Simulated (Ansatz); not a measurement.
A run of Ansatz 0.2.0:

The input input.yaml:

```yaml
crystal:
  lattice:
    - [2.4561701622, 0.0, 0.0]
    - [-1.2280850811, 2.1271057565, 0.0]
    - [0.0, 0.0, 8.52380336]
  atoms:
    - { symbol: C, position: [0.656297, 0.334722, -0.000597] }
    - { symbol: C, position: [0.324104, 0.662744, -0.001004] }
hamiltonian:
  xc: pbe
  pseudopotentials: { kind: paw }
kpoints:
  mp_grid: { grid: [12, 12, 3] }
scf:
  occupations: { method: fermi_dirac, width: 0.05 }
output:
  forces: true
  stress: true
  eigenvalues: true
```

Potentials or basis: Ansatz PAW.

The run is started by

```bash
$ ansatz run input.yaml --threads 2 --pin off --max-ram 5120MiB --backend cpu --events-out ev --progress --plain --runs-dir out
```

Hardware: 2 threads of Arm Neoverse V1, with other jobs on the host.

How long does it take, and how much memory?

Run time: 2.9 s on 2 threads of Arm Neoverse V1, on a shared host, peak memory 0.35 GiB. Counts: scf iterations 6, plane waves 839, k points 218, bands 8.
